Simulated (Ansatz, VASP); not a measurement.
## Se (linear Se chain) in two plane-wave programs

Aim: how closely do two programs agree when they are given the same cell, functional and k mesh? The structure shown is the end of the Ansatz relaxation below.

Program: Ansatz 0.2.0. Level of theory: plane waves, with VASP 6.6.1 beside it; single point at PBE. Results are calculated unless marked as measured.

## Step 1: The starting structure

The cell holds 1 atom: 1 Se. Its edges and angles: a = 7.500 Å, b = 7.500 Å, c = 2.372 Å, α = 90.0°, β = 90.0°, γ = 90.0°. Vacuum lies along a and b. The structure's axis is c.

## Step 2: Ansatz: relaxation, PBE

Ansatz runs on its default PAW (the set named soft_2) files.

This run makes the geometry at which the two programs are then compared.

input.yaml

```yaml
crystal:
  lattice:
    - [7.5, 0.0, 0.0]
    - [0.0, 7.5, 0.0]
    - [0.0, 0.0, 2.232]
  atoms:
    - { symbol: Se, position: [0.5, 0.5, 0.0], spin: 0.3 }
magnetization:
  spin_polarized: true
kpoints:
  mp_grid: { grid: [1, 1, 36] }
scf:
  occupations: { method: fermi_dirac, width: 0.05 }
hamiltonian:
  xc: pbe
relax:
  cell: { fix: [a, b, alpha, beta, gamma] }
  max_steps: 60
```

On the command line:

```sh
$ ansatz run input.yaml --threads 4 --pin off --max-ram 8192MiB --backend cpu --events-out ev --progress --plain --runs-dir out
```

Numbers of over 12 decimals in the logs are rounded to 6 here.

The program printed:

```text
Engine: ansatz 0.2.0, aarch64-unknown-linux-gnu
Pseudopotentials: kind: paw
Pseudopotential: Se, paw, valence charge 16, recommended cutoff 420 eV (normal), Se.paw.azcp
Functional definition: PBE
  parameter kappa = 0.804
  parameter beta = 0.066725
  exchange = pbe_x(kappa = kappa, mu = beta*pi^2/3)
  correlation = pbe_c(beta = beta)
Crystal: 1 atoms, lattice volume = 125.550 Å³
Basis set: ecut = 420 eV, 2463 PW (Γ), exchange–correlation on 108×108×30 points (8 copies of the dense FFT grid, shifted against one another)
Bands: 13, of which v1, the nominal top of the filled ones, is band 8 counted from 1 (7 counted from 0)
Symmetry: 16 space group operations
Space group: P4/mmm (ITA 123), of the structure as read, at distance tolerance 5.0e-5 Å
Magnetic group: BNS 123.339 (UNI 999), of the structure as read, at distance tolerance 5.0e-5 Å
k-points: 19 of 36
Non-local potential: Se, projectors of the file, l = 0: 2, l = 1: 2, l = 2: 3, l = 3: 1
PAW form: soft (Blöchl's): semilocal exchange-correlation on the pseudo side does not see the compensation charge
PAW one-centre angular grid: Se, 590 points (default); XC on 64 Gauss nodes
Initial density: superposition of atomic densities (neutral atoms: chi_scale 0, normalization atom)
Starting moments: Σ|m| = 0.3 μB on 1 of 1 site
Initial wavefunctions: pseudopotential atomic-orbital guess
Functional: x = pbe(κ = 0.804, μ = 0.219515), c = pbe(β = 0.066725)
iter 1 solved again at ethr=1.42e-4 eV; its pass at ethr=3.10e-3 eV (dr2=2.27e-2 eV) is discarded
SCF iter   1: F=—  HF=-5468.341502 eV  |F-HF|=—  |Δ(HF+E_count)|=         —  Δρ=1.10e-2 (↑1.10e-2 ↓1.05e-2)  dr2=2.30e-2  dr2_m=1.29e-1  M=0.040 μB ∫|m|=0.041 μB  β_m=0.30  ethr=1.42e-4  ⟨swp⟩=1.1  Hψ=3789  notcnv=0
preconditioner: auto → Resta (q_TF=auto, 1.935 Å⁻¹)  ε∞=1.4  [insulator: Δε(μ)=0.285 eV  Ē_g=11.401 eV  σ=0.050 eV  W_gap=0.57  n_scr=20 (ndim 8)  ℏωp=7.5 eV  f_vac=0.711  D(μ)=0.71/eV (n_scr^D=4)  ε∞_Penn≈1.4  vacuum switching on, ρ_ref=9.4e-3 e/Å³]
spin=Collinear: Resta preconditioning applied to the charge; magnetization (m = ρ↑ − ρ↓) channel mixes plain (no charge-response kernel on spin).
SCF iter   2: F=—  HF=-5468.345671 eV  |F-HF|=—  |Δ(HF+E_count)|=   4.17e-3  Δρ=7.74e-3 (↑7.74e-3 ↓7.34e-3)  dr2=9.84e-3  dr2_m=6.34e-2  M=0.034 μB ∫|m|=0.035 μB  β_m=0.30  ethr=1.42e-4  ⟨swp⟩=2.3  Hψ=689  notcnv=0
SCF iter   3: F=—  HF=-5468.348801 eV  |F-HF|=—  |Δ(HF+E_count)|=   3.13e-3  Δρ=5.29e-3 (↑5.29e-3 ↓5.15e-3)  dr2=3.79e-4  dr2_m=3.12e-2  M=0.029 μB ∫|m|=0.030 μB  β_m=0.30  ethr=6.15e-5  ⟨swp⟩=2.1  Hψ=823  notcnv=0
SCF iter   4: F=—  HF=-5468.350590 eV  |F-HF|=—  |Δ(HF+E_count)|=   1.79e-3  Δρ=3.69e-3 (↑3.63e-3 ↓3.69e-3)  dr2=1.64e-5  dr2_m=1.54e-2  M=0.024 μB ∫|m|=0.025 μB  β_m=0.30  ethr=2.37e-6  ⟨swp⟩=2.0  Hψ=903  notcnv=0
SCF iter   5: F=—  HF=-5468.351556 eV  |F-HF|=—  |Δ(HF+E_count)|=   9.66e-4  Δρ=2.60e-3 (↑2.56e-3 ↓2.60e-3)  dr2=3.38e-6  dr2_m=7.64e-3  M=0.020 μB ∫|m|=0.021 μB  β_m=0.30  ethr=1.02e-7  ⟨swp⟩=2.0  Hψ=797  notcnv=0
SCF iter   6: F=—  HF=-5468.352068 eV  |F-HF|=—  |Δ(HF+E_count)|=   5.12e-4  Δρ=1.81e-3 (↑1.81e-3 ↓1.81e-3)  dr2=1.01e-7  dr2_m=3.78e-3  M=0.017 μB ∫|m|=0.018 μB  β_m=0.30  ethr=2.11e-8  ⟨swp⟩=2.0  Hψ=802  notcnv=0
SCF iter   7: F=—  HF=-5468.352343 eV  |F-HF|=—  |Δ(HF+E_count)|=   2.75e-4  Δρ=1.28e-3 (↑1.28e-3 ↓1.28e-3)  dr2=2.67e-8  dr2_m=1.88e-3  M=0.014 μB ∫|m|=0.015 μB  β_m=0.30  ethr=6.32e-10  ⟨swp⟩=2.8  Hψ=1058  notcnv=0
Mixer restart at iter 7: flushing history
spin-set hold released at iteration 7 (site moments contracting): the magnetisation degrees of freedom join the quasi-Newton model from the next iteration; the mixer history was flushed
SCF iter   8: F=—  HF=-5468.352493 eV  |F-HF|=—  |Δ(HF+E_count)|=   1.50e-4  Δρ=9.03e-4 (↑9.03e-4 ↓9.03e-4)  dr2=1.48e-8  dr2_m=9.39e-4  M=0.012 μB ∫|m|=0.013 μB  β_m=0.65  ethr=1.67e-10  ⟨swp⟩=3.0  Hψ=915  notcnv=0
[...]
the starting moments were not kept: the SCF closed with an absolute magnetisation of 2.3e-6 μB, where they sum to 0.3 μB in size (1 site). That is at most 0.1 of that sum. Measured as dr2_m measures the in/out step, that magnetisation stands 1.3e-12 eV from none, at or under the dr2_threshold of 1.0e-7 eV: it is no larger than a step whose dr2_m would equal this threshold.
SCF 4 converged in 7 iterations: F = -5468.504629 eV  dr2 = 1.27e-13
relax step   4: F+E_penalty+E_count = -5468.50462873 eV  Δ(F+E_penalty+E_count) = -4.583e-4 eV  max|allowed force component| = 0.000e0 eV/Å  Δτ_max = 0.0000 Å  P = +0.060 GPa  Ω = 133.420 Å³  energy of the carried Pulay correction = -1.373e-4 eV  fix = [a, b, alpha, beta, gamma]  reactions: a +0.084, b +0.084 GPa  (7 SCF iters, dr2 threshold 1.00e-7 eV, accepted)
Basis set: ecut = 420 eV, 2599 PW (Γ), exchange–correlation on 108×108×32 points (8 copies of the dense FFT grid, shifted against one another)
Initial wavefunctions: pseudopotential atomic-orbital guess (no wavefunctions were taken with the density)
[...]
preconditioner: auto → Resta (q_TF=auto, 1.916 Å⁻¹)  ε∞=1.4  [insulator: Δε(μ)=0.352 eV  Ē_g=12.457 eV  σ=0.050 eV  W_gap=0.75  n_scr=20 (ndim 8)  ℏωp=7.9 eV  f_vac=0.719  D(μ)=0.87/eV (n_scr^D=4)  ε∞_Penn≈1.4  vacuum switching on, ρ_ref=1.1e-2 e/Å³]
spin=Collinear: Resta preconditioning applied to the charge; magnetization (m = ρ↑ − ρ↓) channel mixes plain (no charge-response kernel on spin).
[...]
SCF iter   6: F=—  HF=-5468.504932 eV  |F-HF|=—  |Δ(HF+E_count)|=   3.30e-8  Δρ=3.08e-7 (↑3.02e-7 ↓3.08e-7)  dr2=1.95e-9  dr2_m=2.17e-14  M=-0.000 μB ∫|m|=0.000 μB  β_m=0.84  ethr=6.22e-11  ⟨swp⟩=2.5  Hψ=761  notcnv=0
SCF iter   7: F=—  HF=-5468.504932 eV  |F-HF|=—  |Δ(HF+E_count)|=   2.40e-9  Δρ=4.68e-8 (↑4.49e-8 ↓4.68e-8)  dr2=5.35e-11  dr2_m=2.84e-15  M=-0.000 μB ∫|m|=0.000 μB  β_m=0.88  ethr=1.22e-11  ⟨swp⟩=1.9  Hψ=572  notcnv=0
SCF iter   8: F=—  HF=-5468.504712 eV  |F-HF|=—  |Δ(HF+E_count)|=   2.19e-4  Δρ=7.44e-7 (↑7.44e-7 ↓7.43e-7)  dr2=5.13e-9  dr2_m=5.15e-16  M=-0.000 μB ∫|m|=0.000 μB  β_m=0.88  ethr=1.00e-12  ⟨swp⟩=8.7  Hψ=2239  notcnv=0
SCF iter   9: F=—  HF=-5468.504712 eV  |F-HF|=—  |Δ(HF+E_count)|=  2.36e-11  Δρ=7.44e-7 (↑7.44e-7 ↓7.44e-7)  dr2=5.12e-9  dr2_m=5.95e-16  M=-0.000 μB ∫|m|=0.000 μB  β_m=0.57  ethr=1.00e-12  ⟨swp⟩=2.0  Hψ=630  notcnv=0
SCF iter  10: F=—  HF=-5468.504712 eV  |F-HF|=—  |Δ(HF+E_count)|=  3.19e-10  Δρ=7.18e-7 (↑7.18e-7 ↓7.18e-7)  dr2=4.89e-9  dr2_m=1.76e-16  M=-0.000 μB ∫|m|=0.000 μB  β_m=0.34  ethr=1.00e-12  ⟨swp⟩=1.0  Hψ=494  notcnv=0
SCF iter  11: F=—  HF=-5468.504712 eV  |F-HF|=—  |Δ(HF+E_count)|=  1.49e-10  Δρ=6.55e-7 (↑6.55e-7 ↓6.55e-7)  dr2=4.04e-9  dr2_m=1.42e-16  M=-0.000 μB ∫|m|=0.000 μB  β_m=0.21  ethr=1.00e-12  ⟨swp⟩=1.8  Hψ=558  notcnv=0
SCF iter  12: F=—  HF=-5468.504712 eV  |F-HF|=—  |Δ(HF+E_count)|=  1.25e-10  Δρ=4.62e-7 (↑4.62e-7 ↓4.61e-7)  dr2=1.95e-9  dr2_m=1.02e-16  M=-0.000 μB ∫|m|=0.000 μB  β_m=0.26  ethr=1.00e-12  ⟨swp⟩=2.0  Hψ=614  notcnv=0
SCF iter  13: F=—  HF=-5468.504712 eV  |F-HF|=—  |Δ(HF+E_count)|=   1.07e-9  Δρ=4.45e-7 (↑4.45e-7 ↓4.45e-7)  dr2=1.82e-9  dr2_m=3.09e-16  M=-0.000 μB ∫|m|=0.000 μB  β_m=0.26  ethr=1.00e-12  ⟨swp⟩=1.0  Hψ=494  notcnv=0
SCF iter  14: F=—  HF=-5468.504712 eV  |F-HF|=—  |Δ(HF+E_count)|=  6.19e-10  Δρ=3.41e-7 (↑3.41e-7 ↓3.40e-7)  dr2=1.04e-9  dr2_m=2.93e-16  M=-0.000 μB ∫|m|=0.000 μB  β_m=0.33  ethr=1.00e-12  ⟨swp⟩=2.0  Hψ=606  notcnv=0
SCF iter  15: F=-5468.504712 eV  HF=-5468.504712 eV  |F-HF|=2.39e-9  |Δ(HF+E_count)|=  1.28e-10  Δρ=4.41e-8 (↑4.41e-8 ↓4.39e-8)  dr2=1.80e-12  dr2_m=2.64e-16  M=-0.000 μB ∫|m|=0.000 μB  ethr=1.00e-12  ⟨swp⟩=4.1  Hψ=2018  notcnv=0
the starting moments were not kept: the SCF closed with an absolute magnetisation of 2.7e-8 μB, where they sum to 0.3 μB in size (1 site). That is at most 0.1 of that sum. Measured as dr2_m measures the in/out step, that magnetisation stands 1.7e-16 eV from none, at or under the dr2_threshold of 1.0e-11 eV: it is no larger than a step whose dr2_m would equal this threshold.
SCF 5 converged in 15 iterations: F = -5468.504712 eV  dr2 = 1.80e-12
relax step   5: F+E_penalty+E_count = -5468.50471249 eV  Δ(F+E_penalty+E_count) = -8.376e-5 eV  max|allowed force component| = 0.000e0 eV/Å  Δτ_max = 0.0000 Å  P = +0.059 GPa  Ω = 133.420 Å³  fix = [a, b, alpha, beta, gamma]  reactions: a +0.083, b +0.083 GPa  stress off target by 9.64e-3 GPa on what of the cell is left free  SCF on the basis re-selected at this cell (its energy is not comparable with the rows above)  (15 SCF iters)
basis re-selected at this cell: Δ(F+E_penalty+E_count) = -8.376e-5 eV, ΔP = -0.001 GPa vs the last step (what re-selecting the basis moved, of the pressure what is left beyond the Pulay correction that the steps carried, after the strain that the cell walked since its last selection, with what the two solves' SCF thresholds leave and, on support functions, any second-order correction that the steps lacked; it is no measure of the basis error at this ecutwfc). The dense FFT grid was sized anew with the basis: this SCF ran on 54×54×16 points, the steps before it on 54×54×15, so part of this shift can come from that change (see relax.cell in the input reference). [rest of the remark cut]
SCF converged after 15 iterations
Magnetization: -0.0000 μB (8.0000 up, 8.0000 down)
Absolute magnetization: 0.0000 μB (∫|ρ↑−ρ↓|, with the PAW one-centre terms)
Spin contamination: 0.0000 ħ² per cell (⟨S²⟩ above its minimum at these occupations)
Per-site moments (μB) at R_I (Å): [(-1.3812925263330209e-8, 0.978410)]
Free energy (F): -5468.504712 eV
Harris-Foulkes:  -5468.504712 eV  (|F-HF|=2.39e-9)
Internal energy: -5468.497874 eV  (E = F + TS)
E sigma→0 (E₀):  -5468.501293 eV
Entropy (-TS):   -0.006838 eV (-6.838 meV/atom)
Fermi energy:    -2.923068 eV
--- Per-component energies (eV) ---
  E_band       = -562.214319
  E_kinetic    = 116.418486
  E_local      = -4890.307569  (includes V_loc(G=0)·N_el)
  E_nonlocal   = -594.395761
  E_hartree    = 2342.437343
  E_xc         = -102.773048
  E_vxc        = -96.163434  (∫ρ·V_xc dr)
  E_paw        = -1912.088960  (= ΣΔE_a)
  E_vpaw       = 217.359898  (= ΣTr[D̂ρ^β])
  E_aug_tail   = -0.000605  (compensation charges beyond the density's cutoff)
  E_ewald      = -427.787761
  E_smearing   = -0.006838  (= −TS)
  E_closure    = 0.000000  (closes the sum)
  Σ components = -5468.504712   (vs F -5468.504712, Δ=0.00e0)
--- Forces (eV/Å), atoms counted from 1 ---
  atom   1  Se     0.00000000     0.00000000     0.00000000
  max |Σ_I F_I| component: 5.68e-29 eV/Å
--- Stress (GPa, compression-positive) ---
        0.083127       0.000000       0.000000
        0.000000       0.083127       0.000000
        0.000000       0.000000       0.009641
  P = ⅓ Tr σ = 0.0586 GPa (0.586 kbar)
--- Relaxed structure (4 steps of the walk, 4 accepted, 1 SCFs on fresh bases) ---
  F+E_penalty+E_count = -5468.50471249 eV   max|allowed force component| = 0.000e0 eV/Å   (the final SCF, on the basis selected at the relaxed cell)
  cell:  # Å, volume = 133.4195 Å³
    - [7.5, 0.0, 0.0]
    - [0.0, 7.5, 0.0]
    - [0.0, 0.0, 2.371903]
  atoms:
    - { symbol: Se, position: [0.5, 0.5, 0.0] }
```

## Step 3: VASP: single point, PBE

The same cell, functional, mesh and smearing now go to VASP, with its own data sets.

Lines of VASP's logs that name or quote its potential files are left out, and so is its time.

INCAR

```
SYSTEM = Se
PREC = Accurate
ENCUT = 500
EDIFF = 1E-06
NELM = 200
ISMEAR = -1
SIGMA = 0.05
LREAL = .FALSE.
ALGO = Normal
GGA = PE
NBANDS = 9
ISPIN = 2
MAGMOM = -0
LORBIT = 11
LWAVE = .FALSE.
LCHARG = .FALSE.
ISIF = 2
LASPH = .TRUE.
GGA_COMPAT = .FALSE.
```

POSCAR

```
Se
1.0
    7.5000000000      0.0000000000      0.0000000000
    0.0000000000      7.5000000000      0.0000000000
    0.0000000000      0.0000000000      2.3719027345
Se
1
Direct
    0.5000000000      0.5000000000      0.0000000000
```

KPOINTS

```
Automatic mesh
0
Gamma
1 1 36
0 0 0
```

PAW data sets: Se (PBE family, release 64).

On the command line:

```sh
$ mpirun -np 1 vasp_std
```

The program printed:

```text
[banner, memory and clock lines left out]
running    1 mpi-ranks, on    1 nodes
 distrk:  each k-point on    1 cores,    1 groups
 distr:  one band on    1 cores,    1 groups

 POSCAR found type information on POSCAR Se
 POSCAR found :  1 types and       1 ions
 LDA part: xc-table for (Slater+PW92), standard interpolation
 POSCAR, INCAR and KPOINTS ok, starting setup
 FFT: planning ... GRIDC
 FFT: planning ... GRID_SOFT
 FFT: planning ... GRID
 WAVECAR not read
 entering main loop
       N       E                     dE             d eps       ncg     rms          rms(c)
DAV:   1     0.330927582301E+02    0.33093E+02   -0.18795E+03   684   0.419E+02
DAV:   2    -0.102642295568E+00   -0.33195E+02   -0.26292E+02   869   0.659E+01
DAV:   3    -0.290946756548E+01   -0.28068E+01   -0.27473E+01   857   0.278E+01
DAV:   4    -0.293272268610E+01   -0.23255E-01   -0.23224E-01   896   0.298E+00
DAV:   5    -0.293284819011E+01   -0.12550E-03   -0.12550E-03   921   0.187E-01    0.317E+00
DAV:   6    -0.293256710159E+01    0.28109E-03   -0.52864E-04   744   0.157E-01    0.190E+00
DAV:   7    -0.293232629387E+01    0.24081E-03   -0.95881E-04   764   0.227E-01    0.311E-02
DAV:   8    -0.293231780108E+01    0.84928E-05   -0.11986E-04   732   0.519E-02    0.141E-02
DAV:   9    -0.293237540067E+01   -0.57600E-04   -0.24020E-05   695   0.221E-02    0.104E-02
DAV:  10    -0.293243283942E+01   -0.57439E-04   -0.31785E-06   698   0.901E-03    0.569E-03
DAV:  11    -0.293249943671E+01   -0.66597E-04   -0.68479E-06   698   0.134E-02    0.310E-03
DAV:  12    -0.293251672178E+01   -0.17285E-04   -0.15030E-06   740   0.563E-03    0.350E-03
DAV:  13    -0.293252203941E+01   -0.53176E-05   -0.19560E-07   714   0.192E-03    0.125E-03
DAV:  14    -0.293252461082E+01   -0.25714E-05   -0.46963E-08   704   0.114E-03    0.632E-04
DAV:  15    -0.293252638373E+01   -0.17729E-05   -0.10305E-07   692   0.143E-03    0.239E-04
DAV:  16    -0.293252640857E+01   -0.24838E-07   -0.92649E-10   823   0.176E-04
   1 F= -.29325264E+01 E0= -.29291227E+01  d E =-.680742E-02  mag=     0.0000
```

Parts of OUTCAR (step 3):

```text
ion  position               nearest neighbor table
   1  0.500  0.500  0.000-

  LATTYP: Found a simple tetragonal cell.
 ALAT       =     7.5000000000
 C/A-ratio  =     0.3162536979

 Subroutine GETGRP returns: Found 16 space group operations
 (whereof 16 operations were pure point group operations)

The static configuration has the point symmetry D_4h.

 Found     19 irreducible k-points:

   k-points           NKPTS =     19   k-points in BZ     NKDIM =     19   number of bands    NBANDS=      9

   dimension x,y,z NGX =    56 NGY =   56 NGZ =   18
   dimension x,y,z NGXF=   112 NGYF=  112 NGZF=   36

   ENCUT  =  500.0 eV  36.75 Ry    6.06 a.u.  13.67 13.67  4.32*2*pi/ulx,y,z

   NELECT =       6.0000    total number of electrons

 k-points in reciprocal lattice and weights: Automatic mesh
   0.00000000  0.00000000  0.00000000       0.028
   0.00000000  0.00000000  0.02777778       0.056
   0.00000000  0.00000000  0.05555556       0.056
   0.00000000  0.00000000  0.08333333       0.056
   0.00000000  0.00000000  0.11111111       0.056
   0.00000000  0.00000000  0.13888889       0.056
   0.00000000  0.00000000  0.16666667       0.056
   0.00000000  0.00000000  0.19444444       0.056
   0.00000000  0.00000000  0.22222222       0.056
[...]
0.00000000  0.00000000  0.47222222       0.056
   0.00000000  0.00000000  0.50000000       0.028

 average (electrostatic) potential at core
       1 -62.5046

 E-fermi :  -3.7840

 spin component 1
 k-point     1 :       0.0000    0.0000    0.0000
  band No.  band energies     occupation
      1     -18.6112      1.00000
      2      -6.9421      1.00000
      3      -6.9421      1.00000
      4       0.0640      0.00000
      5       1.8678      0.00000
      6       3.0154      0.00000
      7       3.3116      0.00000
      8       3.3116      0.00000
    ...

 k-point     2 :       0.0000    0.0000    0.0278
  band No.  band energies     occupation
      1     -18.5915      1.00000
      2      -6.9231      1.00000
      3      -6.9231      1.00000
      4       0.0839      0.00000
      5       1.8882      0.00000
      6       3.0357      0.00000
      7       3.3316      0.00000
      8       3.3316      0.00000
    ...

 k-point     3 :       0.0000    0.0000    0.0556
  band No.  band energies     occupation
      1     -18.5326      1.00000
      2      -6.8665      1.00000
      3      -6.8665      1.00000
      4       0.1431      0.00000
      5       1.9496      0.00000
      6       3.0964      0.00000
      7       3.3917      0.00000
      8       3.3917      0.00000
    ...

 k-point     4 :       0.0000    0.0000    0.0833
  band No.  band energies     occupation
      1     -18.4343      1.00000
      2      -6.7723      1.00000
      3      -6.7723      1.00000
      4       0.2402      0.00000
      5       2.0519      0.00000
      6       2.8691      0.00000
      7       3.1977      0.00000
      8       3.4917      0.00000
    ...

 k-point     5 :       0.0000    0.0000    0.1111
  band No.  band energies     occupation
      1     -18.2968      1.00000
      2      -6.6412      1.00000
      3      -6.6412      1.00000
      4       0.3680      0.00000
      5       1.8694      0.00000
      6       2.1951      0.00000
      7       3.3394      0.00000
      8       3.6312      0.00000
    ...

 k-point     6 :       0.0000    0.0000    0.1389
  band No.  band energies     occupation
      1     -18.1202      1.00000
      2      -6.4738      1.00000
      3      -6.4738      1.00000
      4       0.4295      0.00000
      5       0.9179      0.00000
      6       2.3792      0.00000
      7       3.5216      0.00000
      8       3.8098      0.00000
    ...

  Total        0.0682619      0.0682619      0.0376788      0.0000000      0.0000000     -0.0000000
  in kB        0.8197273      0.8197273      0.4524686      0.0000000      0.0000000     -0.0000000
  external PRESSURE =       0.6973077 kB  Pullay stress =       0.0000000 kB

  energy-cutoff  :      500.00
  volume of cell :      133.42
      direct lattice vectors                 reciprocal lattice vectors
     7.500000000  0.000000000  0.000000000     0.133333333  0.000000000  0.000000000
     0.000000000  7.500000000  0.000000000     0.000000000  0.133333333  0.000000000
     0.000000000  0.000000000  2.371902734     0.000000000  0.000000000  0.421602448

 POSITION                                       TOTAL-FORCE (eV/Angst)
 -----------------------------------------------------------------------------------
      3.75000      3.75000      0.00000         0.000000      0.000000      0.000000
 -----------------------------------------------------------------------------------
    total drift:                               -0.000000     -0.000000      0.000000

  FREE ENERGIE OF THE ION-ELECTRON SYSTEM (eV)
  ---------------------------------------------------
  free  energy   TOTEN  =        -2.9325264086 eV

  energy  without entropy=       -2.9257189861  energy(sigma->0) =       -2.92912270

 total charge
# of ion       s       p       d       tot
------------------------------------------
    1        1.509   2.153   0.055   3.718

 magnetization (x)
# of ion       s       p       d       tot
------------------------------------------
    1       -0.000  -0.000  -0.000  -0.000

[... 2 further parts left out ...]
```

## Step 4: Side by side

Known differences besides the potentials themselves: the data sets hold 16 valence electrons in Ansatz (on its default PAW (the set named soft_2) files) and 6 in VASP; the cutoff is 420 eV in Ansatz and 500 eV in VASP; Ansatz's pressure holds a Pulay correction, VASP's none. Total energies have different zeros and are not compared.

The two programs side by side:

```csv
quantity,Ansatz,VASP,difference
pressure (GPa),0.06,0.07,-0.01
```

## Step 5: Results

- difference in pressure (single point, PBE): -0.011 GPa

What this shows: The difference in pressure is -0.011 GPa (single point, PBE), within the 1 GPa picked in this series as the mark of a large difference. The data sets hold unlike numbers of valence electrons (16 in Ansatz and 6 in VASP), so part of the differences comes from the potentials. How closely two codes agree says nothing of how well the functional describes the real material.

[Lines on the potential files, build, host, timing and source positions are cut from VASP's logs without a mark.]

[Logs are printed without paths, hosts, clocks, repeated set-up lines and the standing remarks that a program may print on its own settings, such as how far it seeks lower states.]

[Hosts, paths, dates, database ids (printed as entryN), source tags and the programs' standing remarks are cut or masked in the printed files.]
